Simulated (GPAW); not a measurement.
## FeO (Wuestite): band structure with PBEsol

**The experiment to reproduce.**

From “W\"ustite: Electric, thermodynamic and optical properties of FeO”, 2012, arxiv:1203.1201, for a bulk crystal of FeO: band gap 2.4 eV (optical).

Crystal: FeO (Wuestite).

```
Fe O
1.0
     0.00000    2.15540    2.15540
     2.15540    0.00000    2.15540
     2.15540    2.15540    0.00000
Fe O
1 1
Direct
  0.00000 0.00000 0.00000
  0.50000 0.50000 0.50000
```

- Program: GPAW 26.7.0
- Task: band structure
- Functional: PBEsol
- Potentials or basis: PAW data sets generated in the run's folder for this functional
- Cutoff: 800 eV
- Basis: pw
- k mesh: 11 × 11 × 11
- Occupations: fermi-dirac, width 0.05 eV
- Spin: collinear spin, ferromagnetic start
- Starting moments: [3.0, 0.0] μB
- Maxiter: 150
- Band path: GXWKGLUWLK,UX
- Band points: 100

```json
{
  "Pressure": "-7.0 GPa",
  "Band gap along the path": "none (metal or under the smearing width)",
  "Net moment": "4.00 μB per cell",
  "Site moments": "Fe +3.54; O +0.24 μB"
}
```

Levels at the corners of the path, in eV from the Fermi level:
Spin up:
```csv
point,band 5,band 6,band 7,band 8,band 9,band 10
Γ,-3.89,-3.89,-3.89,-3.66,-3.66,-0.15
X,-4.84,-3.26,-2.76,-2.76,-2.75,5.01
W,-3.03,-3.03,-2.88,-2.76,-1.72,7.21
K,-3.68,-2.90,-2.63,-2.45,-1.70,6.52
Γ,-3.89,-3.89,-3.89,-3.66,-3.66,-0.15
L,-3.04,-3.04,-2.49,-0.33,-0.33,3.78
U,-3.68,-2.90,-2.63,-2.45,-1.70,6.52
W,-3.03,-3.03,-2.88,-2.76,-1.72,7.21
L,-3.04,-3.04,-2.49,-0.33,-0.33,3.78
K,-3.68,-2.90,-2.63,-2.45,-1.70,6.52
U,-3.68,-2.90,-2.63,-2.45,-1.70,6.52
X,-4.84,-3.26,-2.76,-2.76,-2.75,5.01
```
Spin down:
| point | band 3 | band 4 | band 5 | band 6 | band 7 | band 8 |
| --- | --- | --- | --- | --- | --- | --- |
| Γ | -3.38 | -3.38 | -0.75 | -0.75 | -0.75 | 0.13 |
| X | -4.58 | -4.58 | -2.19 | 0.69 | 0.79 | 0.79 |
| W | -6.28 | -5.67 | -0.05 | -0.05 | 0.79 | 1.02 |
| K | -6.28 | -4.99 | -0.83 | 0.60 | 0.70 | 1.27 |
| Γ | -3.38 | -3.38 | -0.75 | -0.75 | -0.75 | 0.13 |
| L | -5.27 | -5.27 | 0.42 | 0.42 | 0.62 | 2.77 |
| U | -6.28 | -4.99 | -0.83 | 0.60 | 0.70 | 1.27 |
| W | -6.28 | -5.67 | -0.05 | -0.05 | 0.79 | 1.02 |
| L | -5.27 | -5.27 | 0.42 | 0.42 | 0.62 | 2.77 |
| K | -6.28 | -4.99 | -0.83 | 0.60 | 0.70 | 1.27 |
| U | -6.28 | -4.99 | -0.83 | 0.60 | 0.70 | 1.27 |
| X | -4.58 | -4.58 | -2.19 | 0.69 | 0.79 | 0.79 |

Wall time 45 s on 1 thread of Intel(R) Xeon(R) 6975P-C (Granite Rapids), with other jobs on the host, peak memory 0.31 GiB.

A measured gap of FeO is 2.4 eV (optical; quoted in “W\"ustite: Electric, thermodynamic and optical properties of FeO”, 2012, arxiv:1203.1201); the calculated 0.00 eV misses it by -2.40 eV. So large a miss can be the level of theory's own, or it may mean another phase, state or a wrong row. The value is that of PBEsol, without temperature or zero-point motion. Semilocal functionals fall short of measured gaps as a rule. The run's magnetic order (collinear spin, ferromagnetic start) needn't be the measured crystal's.

Caveat: a cell with one magnetic atom can't hold antiferromagnetic order, which such compounds often take; semilocal functionals often make such compounds metallic where correlation or magnetic order opens a gap, which also shifts bond lengths.
